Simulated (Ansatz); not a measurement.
Space group P6_3/mmc (No. 194). a = 4.851 Å, b = 4.851 Å, c = 6.085 Å, α = 90.00°, β = 90.00°, γ = 120.00°
```tsv
atom	site	symmetry	x	y	z
Sc	2a	-3m.	0.0000	0.0000	0.0000
Sc	2d	-6m2	0.3333	0.6667	0.7500
Al	2c	-6m2	0.3333	0.6667	0.2500
```

Equation of state of this Sc2Al structure (not necessarily the ground state), with shape and atoms relaxed at each volume where symmetry leaves them free. It has no gap at any of these volumes. These are results of Ansatz 0.2.0, DFT PBEsol, scalar-relativistic, plane waves, PAW, not measurements.

Cutoff 420 eV; k points 12×12×6 on the computed 6-atom cell (Γ-centred); Gaussian smearing, width 0.10 eV; no spin polarisation.

| V (Å³/atom) | E − E(largest V) (meV/atom) | P (GPa) |
| --- | --- | --- |
| 19.429 | 2.88 | 5.10 |
| 20.049 | -11.45 | 2.37 |
| 20.669 | -15.88 | -0.01 |
| 21.289 | -11.67 | -2.07 |
| 21.909 | 0.00 | -3.88 |

Task: Fit a third-order Birch–Murnaghan equation to E(V).

Result: V0 = 20.66 Å³/atom, B0 = 74 GPa, B0' = 3.7.